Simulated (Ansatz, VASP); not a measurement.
**Two plane-wave programs on InAs**

Contents of INCAR:

```
PREC = Accurate
ENCUT = 520
EDIFF = 1E-7
ISMEAR = 0
SIGMA = 0.1
LREAL = False
LASPH = True
NELM = 100
ALGO = Normal
ISIF = 2
LWAVE = False
LCHARG = True
GGA = PS
LELF = True
LVHAR = True
NBANDS = 26
```

File KPOINTS:

```
Automatic mesh
0
Gamma
  12 12 10
```

POSCAR

```
InAs
1.0
    3.0435760279      3.0435760279      0.0000000000
   -3.0435760279      3.0435760279      0.0000000000
    0.0000000000      0.0000000000      6.0871520558
In As
2 2
Direct
    0.5000000000      0.0000000000      0.2500000000
    0.0000000000      0.5000000000      0.7500000000
    0.0000000000      0.0000000000      0.0000000000
    0.5000000000      0.5000000000      0.5000000000
```

Input for Ansatz:

```yaml
crystal:
  lattice:
    - [3.0435760279, 3.0435760279, 0.0]
    - [-3.0435760279, 3.0435760279, 0.0]
    - [0.0, 0.0, 6.0871520558]
  atoms:
    - { symbol: In, position: [0.5, 0.0, 0.25] }
    - { symbol: In, position: [0.0, 0.5, 0.75] }
    - { symbol: As, position: [0.0, 0.0, 0.0] }
    - { symbol: As, position: [0.5, 0.5, 0.5] }
basis:
  ecutwfc: 420
kpoints:
  mp_grid: { grid: [12, 12, 10] }
hamiltonian:
  xc: pbesol
scf:
  occupations: { method: gaussian, width: 0.1 }
output:
  forces: true
  stress: true
  eigenvalues: true
  write_density: true
  write_potential: true
  elf: true
  volumetric_format: npy
```

Alike in both runs: task single point; functional PBEsol; k mesh 12 × 12 × 10; occupations gaussian, width 0.1 eV; no spin polarisation.

|  | VASP | Ansatz |
| --- | --- | --- |
| version | VASP 6.6.1 | Ansatz 0.2.0 |
| potentials or method | VASP PAW PBE potentials, release 64 (In_d, As) | scalar-relativistic, plane waves, PAW |
| plane-wave cutoff (eV) | 520 | 420 |
| valence electrons in the cell | 36 | 56 |

Ansatz gave:

| Property | Result |
| --- | --- |
| gap on the k mesh at the Fermi level (eV) | none |
| pressure (GPa) | 0.0 |

**Question.** What did VASP give for the same quantities?

**Answer.** gap on the k mesh at the Fermi level (eV): none; pressure (GPa): 0.1.

A gap of «none» marks a metal or a gap that the smearing closes. With one functional, cell and mesh, what is left measures potentials, basis and numerics. The two sets of potentials don't hold the same shells in valence.

Caveats: the PAW data sets were made with another functional, which shifts forces and pressure a little (VASP).
